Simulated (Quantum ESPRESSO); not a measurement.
# Sn (Fd-3m) in Quantum ESPRESSO: a series of runs

The runs below take Sn through single point, equation of state, with r2SCAN.

All numbers are computed with Quantum ESPRESSO 7.5; they aren't measurements. Logs are shortened: lines on timing, memory, paths and dates and some standing lists are left out, and cuts for length are marked.

### Step 1. The structure

Symmetry: Fd-3m, No. 227, cubic system. The conventional cell has a = 6.467 Å, b = 6.467 Å, c = 6.467 Å, α = 90.00°, β = 90.00°, γ = 90.00°. Sn (site symmetry -43m) is surrounded by 4 Sn at 2.80 Å.

This isn't the form of Sn at room conditions, which is tetragonal (white tin).

### Step 2. Single point, r2SCAN, 31.77 Å³/atom

Input file pw.in:

```
&CONTROL
  calculation = 'scf'
  prefix = 'pwscf'
  outdir = './tmp'
  pseudo_dir = './pseudo'
  tstress = .true.
  disk_io = 'nowf'
/
&SYSTEM
  ibrav = 0
  nat = 2
  ntyp = 1
  ecutwfc = 70
  nbnd = 21
  input_dft = 'r2scan'
  occupations = 'smearing'
  smearing = 'fd'
  degauss = 0.00367493
  nosym = .true.
  nr1 = 48
  nr2 = 48
  nr3 = 48
/
&ELECTRONS
  conv_thr = 1d-08
  electron_maxstep = 120
  mixing_beta = 0.5
/
ATOMIC_SPECIES
Sn   118.7100 Sn_ONCV_PBE-1.2.upf
CELL_PARAMETERS angstrom
   0.0000000000    3.1673376916    3.1673376916
   3.1673376916    0.0000000000    3.1673376916
   3.1673376916    3.1673376916    0.0000000000
ATOMIC_POSITIONS crystal
Sn     0.7500000000    0.7500000000    0.7500000000
Sn     0.5000000000    0.5000000000    0.5000000000
K_POINTS automatic
5 5 5 0 0 0
```

Potentials or basis: SG15 PBE 1.2.

Command:

```
$ OMP_NUM_THREADS=1 mpirun -n 4 pw.x -nk 2 -in pw.in > pw.out
```

pw.out:

```text
This program is part of the open-source Quantum ESPRESSO suite
     for quantum simulation of materials; please cite
         "P. Giannozzi et al., J. Phys.:Condens. Matter 21 395502 (2009);
         "P. Giannozzi et al., J. Phys.:Condens. Matter 29 465901 (2017);
         "P. Giannozzi et al., J. Chem. Phys. 152 154105 (2020);
     in publications or presentations arising from this work. More details at

     IMPORTANT: XC functional enforced from input :
     Exchange-correlation= R2SCAN
                           (   0   0   0   0   0 497 498)
     Any further DFT definition will be discarded
     Please, verify this is what you really want

     K-points division:     npool     =       2
     Subspace diagonalization in iterative solution of the eigenvalue problem:
     a serial algorithm will be used

     --------------------
     sticks:   dense  smooth     PW     G-vecs:    dense   smooth      PW
     Min         696     696    204                17007    17007    2664
     Max         697     697    205                17008    17008    2665
     Sum        1393    1393    409                34015    34015    5329

     Using Slab Decomposition

     bravais-lattice index     =            0
     lattice parameter (alat)  =       8.4646  a.u.
     unit-cell volume          =     428.8542 (a.u.)^3
     number of atoms/cell      =            2
     number of atomic types    =            1
     number of electrons       =        28.00
     number of Kohn-Sham states=           21
     kinetic-energy cutoff     =      70.0000  Ry
     charge density cutoff     =     280.0000  Ry
     scf convergence threshold =      1.0E-08
     mixing beta               =       0.5000
     number of iterations used =            8  plain     mixing
     Exchange-correlation= R2SCAN
                           (   0   0   0   0   0 497 498)

     celldm(1)=   8.464635  celldm(2)=   0.000000  celldm(3)=   0.000000
     celldm(4)=   0.000000  celldm(5)=   0.000000  celldm(6)=   0.000000

     crystal axes: (cart. coord. in units of alat)
               a(1) = (   0.000000   0.707107   0.707107 )
               a(2) = (   0.707107   0.000000   0.707107 )
               a(3) = (   0.707107   0.707107   0.000000 )

     reciprocal axes: (cart. coord. in units 2 pi/alat)
               b(1) = ( -0.707107  0.707107  0.707107 )
               b(2) = (  0.707107 -0.707107  0.707107 )
               b(3) = (  0.707107  0.707107 -0.707107 )

     PseudoPot. # 1 for Sn read from file:
     Sn_ONCV_PBE-1.2.upf
     Pseudo is Norm-conserving, Zval = 14.0
     Generated using ONCVPSP code by D. R. Hamann
     Using radial grid of  602 points,  6 beta functions with:
                l(1) =   0
                l(2) =   0
                l(3) =   1
                l(4) =   1
                l(5) =   2
                l(6) =   2

     atomic species   valence    mass     pseudopotential
     Sn               14.00   118.71000     Sn( 1.00)

     No symmetry found

   Cartesian axes

     site n.     atom                  positions (alat units)
         1        Sn     tau(   1) = (   1.0606602   1.0606602   1.0606602  )
         2        Sn     tau(   2) = (   0.7071068   0.7071068   0.7071068  )

     number of k points=    63  Fermi-Dirac smearing, width (Ry)=  0.0037
                       cart. coord. in units 2pi/alat
        k(    1) = (   0.0000000   0.0000000   0.0000000), wk =   0.0160000
        k(    2) = (   0.1414214   0.1414214  -0.1414214), wk =   0.0320000
        k(    3) = (   0.2828427   0.2828427  -0.2828427), wk =   0.0320000
        k(    4) = (   0.1414214  -0.1414214   0.1414214), wk =   0.0320000
        k(    5) = (   0.2828427  -0.0000000   0.0000000), wk =   0.0320000
        k(    6) = (   0.4242641   0.1414214  -0.1414214), wk =   0.0320000
[... 55 lines left out ...]
        k(   62) = (  -0.7071068   0.1414214   0.4242641), wk =   0.0320000
        k(   63) = (  -0.5656854   0.2828427   0.2828427), wk =   0.0320000

     Dense  grid:    34015 G-vectors     FFT dimensions: (  48,  48,  48)

     WARNING: libxc functional with ID  497 depends
      on external parameters: check the user_guide of
      QE if you need to modify them or to check their
      default values.

     WARNING: libxc functional with ID  498 depends
      on external parameters: check the user_guide of
      QE if you need to modify them or to check their
      default values.

     Initial potential from superposition of free atoms

     starting charge      27.8267, renormalised to      28.0000
     Starting wfcs are random

     Self-consistent Calculation

     iteration #  1     ecut=    70.00 Ry     beta= 0.50
     Davidson diagonalization with overlap
     ethr =  1.00E-02,  avg # of iterations =  8.6

     total energy              =    -239.62872675 Ry
     estimated scf accuracy    <      26.73106426 Ry

     iteration #  2     ecut=    70.00 Ry     beta= 0.50
     Davidson diagonalization with overlap
     ethr =  1.00E-02,  avg # of iterations =  1.0

     total energy              =    -239.82679200 Ry
     estimated scf accuracy    <       8.49852535 Ry

     iteration #  3     ecut=    70.00 Ry     beta= 0.50
     Davidson diagonalization with overlap
     ethr =  1.00E-02,  avg # of iterations =  1.0
[... 29 lines left out ...]
     total energy              =    -239.83958213 Ry
     estimated scf accuracy    <       0.00000071 Ry

     iteration #  8     ecut=    70.00 Ry     beta= 0.50
     Davidson diagonalization with overlap
     ethr =  2.53E-09,  avg # of iterations =  1.0

     total energy              =    -239.83958215 Ry
     estimated scf accuracy    <       0.00000008 Ry

     iteration #  9     ecut=    70.00 Ry     beta= 0.50
     Davidson diagonalization with overlap
     ethr =  2.74E-10,  avg # of iterations =  1.4

     End of self-consistent calculation

          k = 0.0000 0.0000 0.0000 (  4279 PWs)   bands (ev):

   -11.5144 -11.5144 -11.5144 -11.4223 -11.4223 -11.0029 -11.0029 -11.0029
   -10.9601 -10.9601  -1.5285   9.7771  10.2710  10.2711  10.2711  12.5803
    12.5803  12.5803  15.7062  19.1485  19.1485

          k = 0.1414 0.1414-0.1414 (  4249 PWs)   bands (ev):

   -11.5420 -11.5420 -11.5030 -11.3795 -11.3795 -11.0377 -11.0377 -11.0192
   -10.9335 -10.9335  -1.1000   6.6210   9.6087   9.6087  10.8413  13.3953
    13.3953  14.4710  17.0934  17.8374  17.8374

          k = 0.2828 0.2828-0.2828 (  4248 PWs)   bands (ev):

   -11.5615 -11.5615 -11.4836 -11.3416 -11.3416 -11.0599 -11.0599 -11.0465
   -10.9181 -10.9181  -0.0126   3.7864   8.9623   8.9623  10.3960  13.8166
    13.8166  16.4375  17.9684  19.0820  19.0820

          k = 0.1414-0.1414 0.1414 (  4249 PWs)   bands (ev):

   -11.5420 -11.5420 -11.5030 -11.3795 -11.3795 -11.0377 -11.0377 -11.0192
   -10.9335 -10.9335  -1.1000   6.6210   9.6087   9.6087  10.8413  13.3953
    13.3953  14.4710  17.0934  17.8374  17.8375

          k = 0.2828-0.0000 0.0000 (  4252 PWs)   bands (ev):

   -11.5408 -11.5408 -11.5264 -11.3771 -11.3276 -11.1334 -11.0032 -10.9610
   -10.9610 -10.9329  -0.9499   6.5598   8.7482   8.7482  11.5717  12.6938
    14.8027  14.8027  16.4577  18.0158  19.6387

          k = 0.4243 0.1414-0.1414 (  4223 PWs)   bands (ev):

   -11.5864 -11.5640 -11.4707 -11.3243 -11.2727 -11.1874 -11.0609 -11.0145
   -10.9202 -10.8895  -0.0146   4.3142   7.6015   8.1950  11.8090  13.3160
    14.9366  15.5127  18.8309  19.3142  20.2089

          k =-0.1414-0.4243 0.4243 (  4265 PWs)   bands (ev):

   -11.6033 -11.5778 -11.4233 -11.3028 -11.2834 -11.1425 -11.1160 -11.0689
   -10.8950 -10.8727   0.6525   3.2248   6.8960   8.4261  11.7977  14.1317
    14.9403  16.6892  17.7989  18.7366  19.4756

          k = 0.0000-0.2828 0.2828 (  4239 PWs)   bands (ev):

   -11.5728 -11.5710 -11.4607 -11.3571 -11.3118 -11.1058 -11.0778 -11.0241
   -10.9171 -10.8979  -0.4165   5.0408   7.4211   9.2760  11.9399  13.8841
    14.1973  14.8729  17.1020  18.7632  19.4229

          k = 0.2828-0.2828 0.2828 (  4248 PWs)   bands (ev):
[... 29 lines left out ...]
          k =-0.1414 0.1414 0.1414 (  4249 PWs)   bands (ev):

   -11.5420 -11.5420 -11.5030 -11.3795 -11.3795 -11.0377 -11.0377 -11.0192
   -10.9335 -10.9335  -1.1000   6.6210   9.6087   9.6087  10.8413  13.3953
    13.3953  14.4710  17.0933  17.8374  17.8375

          k =-0.0000 0.2828 0.0000 (  4252 PWs)   bands (ev):

   -11.5408 -11.5408 -11.5264 -11.3771 -11.3276 -11.1334 -11.0032 -10.9610
   -10.9610 -10.9329  -0.9499   6.5598   8.7482   8.7482  11.5717  12.6938
    14.8027  14.8027  16.4577  18.0158  19.6386

          k = 0.1414 0.4243-0.1414 (  4223 PWs)   bands (ev):

   -11.5864 -11.5640 -11.4707 -11.3243 -11.2727 -11.1874 -11.0609 -11.0145
   -10.9202 -10.8895  -0.0146   4.3142   7.6015   8.1950  11.8090  13.3160
    14.9366  15.5127  18.8309  19.3142  20.2089

          k =-0.4243-0.1414 0.4243 (  4265 PWs)   bands (ev):

   -11.6033 -11.5778 -11.4233 -11.3028 -11.2834 -11.1425 -11.1160 -11.0689
   -10.8950 -10.8727   0.6525   3.2248   6.8960   8.4261  11.7977  14.1317
    14.9403  16.6892  17.7989  18.7366  19.4756

          k =-0.2828 0.0000 0.2828 (  4239 PWs)   bands (ev):

   -11.5728 -11.5710 -11.4607 -11.3571 -11.3118 -11.1058 -11.0778 -11.0241
   -10.9171 -10.8979  -0.4165   5.0408   7.4211   9.2760  11.9399  13.8841
    14.1973  14.8729  17.1020  18.7632  19.4229

          k = 0.0000-0.0000 0.2828 (  4252 PWs)   bands (ev):
[... 89 lines left out ...]
          k =-0.2828 0.2828 0.0000 (  4239 PWs)   bands (ev):

   -11.5728 -11.5710 -11.4607 -11.3571 -11.3118 -11.1058 -11.0778 -11.0241
   -10.9171 -10.8979  -0.4165   5.0408   7.4211   9.2760  11.9399  13.8841
    14.1973  14.8729  17.1020  18.7632  19.4229

          k =-0.1414 0.4243-0.1414 (  4223 PWs)   bands (ev):

   -11.5864 -11.5640 -11.4707 -11.3243 -11.2727 -11.1874 -11.0609 -11.0145
   -10.9202 -10.8895  -0.0146   4.3142   7.6015   8.1950  11.8090  13.3160
    14.9366  15.5127  18.8309  19.3142  20.2089

          k = 0.0000 0.5657-0.2828 (  4229 PWs)   bands (ev):

   -11.6072 -11.5963 -11.3891 -11.2673 -11.2547 -11.2018 -11.1352 -11.0897
   -10.8750 -10.8658   1.0530   3.0116   6.5897   7.4207  13.3500  13.3559
    14.3507  16.8449  18.5820  19.6772  21.7517

          k =-0.5657-0.0000 0.2828 (  4229 PWs)   bands (ev):

   -11.6072 -11.5963 -11.3891 -11.2673 -11.2547 -11.2018 -11.1352 -11.0897
   -10.8750 -10.8658   1.0530   3.0116   6.5897   7.4207  13.3500  13.3559
    14.3507  16.8449  18.5820  19.6772  21.7517

          k =-0.4243 0.1414 0.1414 (  4223 PWs)   bands (ev):

   -11.5864 -11.5640 -11.4707 -11.3243 -11.2727 -11.1874 -11.0609 -11.0145
   -10.9202 -10.8895  -0.0146   4.3142   7.6015   8.1950  11.8090  13.3160
    14.9366  15.5127  18.8309  19.3142  20.2089

          k =-0.2828 0.2828 0.2828 (  4248 PWs)   bands (ev):
[... 137 lines left out ...]
          k =-0.7071 0.1414 0.4243 (  4229 PWs)   bands (ev):

   -11.6072 -11.5963 -11.3891 -11.2673 -11.2547 -11.2018 -11.1352 -11.0897
   -10.8750 -10.8658   1.0530   3.0116   6.5897   7.4207  13.3500  13.3559
    14.3507  16.8449  18.5820  19.6772  21.7517

          k =-0.5657 0.2828 0.2828 (  4265 PWs)   bands (ev):

   -11.6033 -11.5778 -11.4233 -11.3028 -11.2834 -11.1425 -11.1160 -11.0689
   -10.8950 -10.8727   0.6525   3.2248   6.8960   8.4261  11.7977  14.1317
    14.9403  16.6892  17.7989  18.7366  19.4756

     the Fermi energy is    10.2669 ev

!    total energy              =    -239.83958215 Ry
     estimated scf accuracy    <          1.9E-09 Ry
     smearing contrib. (-TS)   =      -0.00024195 Ry
     internal energy E=F+TS    =    -239.83934020 Ry

     The total energy is F=E-TS. E is the sum of the following terms:
     one-electron contribution =     -95.87407399 Ry
     hartree contribution      =      60.56883524 Ry
     xc contribution           =     -28.13615330 Ry
     ewald contribution        =    -176.39794815 Ry

     convergence has been achieved in   9 iterations

     Computing stress (Cartesian axis) and pressure

          total   stress  (Ry/bohr**3)                   (kbar)     P=       42.52
   0.00028904   0.00000000  -0.00000001           42.52        0.00       -0.00
   0.00000000   0.00028904   0.00000001            0.00       42.52        0.00
  -0.00000001   0.00000001   0.00028904           -0.00        0.00       42.52

=------------------------------------------------------------------------------=
   JOB DONE.
=------------------------------------------------------------------------------=
```

Wall time 89 s (4 MPI ranks of Arm Neoverse V1, shared host); peak memory 0.36 GiB.

What came out:

```yaml
Free_energy: -3263.1838 eV
Pressure: 4.3 GPa
Band_gap_on_the_k_mesh: none (metal or under the smearing width)
```

Caveat: the k mesh is coarse; the potentials were made for another functional, which shifts forces and pressure.

### Step 3. Single point, r2SCAN, 32.45 Å³/atom

Edit pw.in of step 2 so:

```diff
@@ -31,5 +31,5 @@
 CELL_PARAMETERS angstrom
-   0.0000000000    3.1673376916    3.1673376916
-   3.1673376916    0.0000000000    3.1673376916
-   3.1673376916    3.1673376916    0.0000000000
+   0.0000000000    3.1896436215    3.1896436215
+   3.1896436215    0.0000000000    3.1896436215
+   3.1896436215    3.1896436215    0.0000000000
 ATOMIC_POSITIONS crystal
```

Potentials or basis: SG15 PBE 1.2.

Command:

```
$ OMP_NUM_THREADS=1 mpirun -n 4 pw.x -nk 2 -in pw.in > pw.out
```

Wall time 89 s (4 MPI ranks of Arm Neoverse V1, shared host); peak memory 0.36 GiB.

Results (log left out):

```
Free energy            : -3263.2144 eV
Pressure               : 3.0 GPa
Band gap on the k mesh : none (metal or under the smearing width)
```

Caveat: the k mesh is coarse; the potentials were made for another functional, which shifts forces and pressure.

### Step 4. Single point, r2SCAN, 33.13 Å³/atom

Edit pw.in of step 3 so:

```diff
@@ -31,5 +31,5 @@
 CELL_PARAMETERS angstrom
-   0.0000000000    3.1896436215    3.1896436215
-   3.1896436215    0.0000000000    3.1896436215
-   3.1896436215    3.1896436215    0.0000000000
+   0.0000000000    3.2116418589    3.2116418589
+   3.2116418589    0.0000000000    3.2116418589
+   3.2116418589    3.2116418589    0.0000000000
 ATOMIC_POSITIONS crystal
```

Command:

```
$ OMP_NUM_THREADS=1 mpirun -n 4 pw.x -nk 2 -in pw.in > pw.out
```

Run time: 90 s. Hardware: 4 MPI ranks of Arm Neoverse V1, shared host; peak memory 0.36 GiB.

The run converged. Its results:

- Free energy: -3263.2351 eV
- Pressure: 1.9 GPa
- Band gap on the k mesh: none (metal or under the smearing width)

Caveat: the k mesh is coarse; the potentials were made for another functional, which shifts forces and pressure.

### Step 5. Single point, r2SCAN, 33.80 Å³/atom

Edit pw.in of step 4 so:

```diff
@@ -31,5 +31,5 @@
 CELL_PARAMETERS angstrom
-   0.0000000000    3.2116418589    3.2116418589
-   3.2116418589    0.0000000000    3.2116418589
-   3.2116418589    3.2116418589    0.0000000000
+   0.0000000000    3.2333428000    3.2333428000
+   3.2333428000    0.0000000000    3.2333428000
+   3.2333428000    3.2333428000    0.0000000000
 ATOMIC_POSITIONS crystal
```

Command:

```
$ OMP_NUM_THREADS=1 mpirun -n 4 pw.x -nk 2 -in pw.in > pw.out
```

Run time: 90 s. Hardware: 4 MPI ranks of Arm Neoverse V1, shared host; peak memory 0.36 GiB.

The run converged. Its results:

```yaml
Free_energy: -3263.2468 eV
Pressure: 0.9 GPa
Band_gap_on_the_k_mesh: none (metal or under the smearing width)
```

Caveat: the k mesh is coarse; the potentials were made for another functional, which shifts forces and pressure.

### Step 6. Single point, r2SCAN, 34.48 Å³/atom

Edit pw.in of step 5 so:

```diff
@@ -31,5 +31,5 @@
 CELL_PARAMETERS angstrom
-   0.0000000000    3.2333428000    3.2333428000
-   3.2333428000    0.0000000000    3.2333428000
-   3.2333428000    3.2333428000    0.0000000000
+   0.0000000000    3.2547562903    3.2547562903
+   3.2547562903    0.0000000000    3.2547562903
+   3.2547562903    3.2547562903    0.0000000000
 ATOMIC_POSITIONS crystal
```

Potentials or basis: SG15 PBE 1.2.

Command:

```
$ OMP_NUM_THREADS=1 mpirun -n 4 pw.x -nk 2 -in pw.in > pw.out
```

It took 90 s on 4 MPI ranks of Arm Neoverse V1, shared host; peak memory 0.36 GiB.

It converged, with:

```yaml
Free_energy: -3263.2504 eV
Pressure: 0.0 GPa
Band_gap_on_the_k_mesh: none (metal or under the smearing width)
```

Caveat: the k mesh is coarse; the potentials were made for another functional, which shifts forces and pressure.

### Step 7. Single point, r2SCAN, 35.16 Å³/atom

Edit pw.in of step 6 so:

```diff
@@ -31,5 +31,5 @@
 CELL_PARAMETERS angstrom
-   0.0000000000    3.2547562903    3.2547562903
-   3.2547562903    0.0000000000    3.2547562903
-   3.2547562903    3.2547562903    0.0000000000
+   0.0000000000    3.2758916636    3.2758916636
+   3.2758916636    0.0000000000    3.2758916636
+   3.2758916636    3.2758916636    0.0000000000
 ATOMIC_POSITIONS crystal
```

Command:

```
$ OMP_NUM_THREADS=1 mpirun -n 4 pw.x -nk 2 -in pw.in > pw.out
```

Run time: 92 s. Hardware: 4 MPI ranks of Arm Neoverse V1, shared host; peak memory 0.36 GiB.

Results (log left out):

```yaml
Free_energy: -3263.2466 eV
Pressure: -0.9 GPa
Band_gap_on_the_k_mesh: none (metal or under the smearing width)
```

Caveat: the k mesh is coarse; the potentials were made for another functional, which shifts forces and pressure.

### Step 8. Single point, r2SCAN, 35.83 Å³/atom

Edit pw.in of step 7 so:

```diff
@@ -31,5 +31,5 @@
 CELL_PARAMETERS angstrom
-   0.0000000000    3.2758916636    3.2758916636
-   3.2758916636    0.0000000000    3.2758916636
-   3.2758916636    3.2758916636    0.0000000000
+   0.0000000000    3.2967577782    3.2967577782
+   3.2967577782    0.0000000000    3.2967577782
+   3.2967577782    3.2967577782    0.0000000000
 ATOMIC_POSITIONS crystal
```

Command:

```
$ OMP_NUM_THREADS=1 mpirun -n 4 pw.x -nk 2 -in pw.in > pw.out
```

Wall time 91 s (4 MPI ranks of Arm Neoverse V1, shared host); peak memory 0.36 GiB.

It converged, with:

```yaml
Free_energy: -3263.2363 eV
Pressure: -1.6 GPa
Band_gap_on_the_k_mesh: none (metal or under the smearing width)
```

Caveat: the k mesh is coarse; the potentials were made for another functional, which shifts forces and pressure.

### Step 9. Equation of state, r2SCAN

Potentials or basis: SG15 PBE 1.2.

This step only gathers the single runs of the series.

Results:

| Property | Result |
| --- | --- |
| Equilibrium volume | 34.46 Å³/atom |
| Bulk modulus | 44 GPa |
| Pressure derivative of the bulk modulus | 4.2 |

Energy against volume, from the lowest point:
| volume (Å³/atom) | energy (meV/atom) |
| --- | --- |
| 31.775 | 33.32 |
| 32.451 | 17.97 |
| 33.127 | 7.64 |
| 33.803 | 1.79 |
| 34.479 | 0.00 |
| 35.155 | 1.88 |
| 35.831 | 7.06 |

Caveat: the k mesh is coarse; the potentials were made for another functional, which shifts forces and pressure. Zero-point motion and thermal expansion aren't in these numbers.
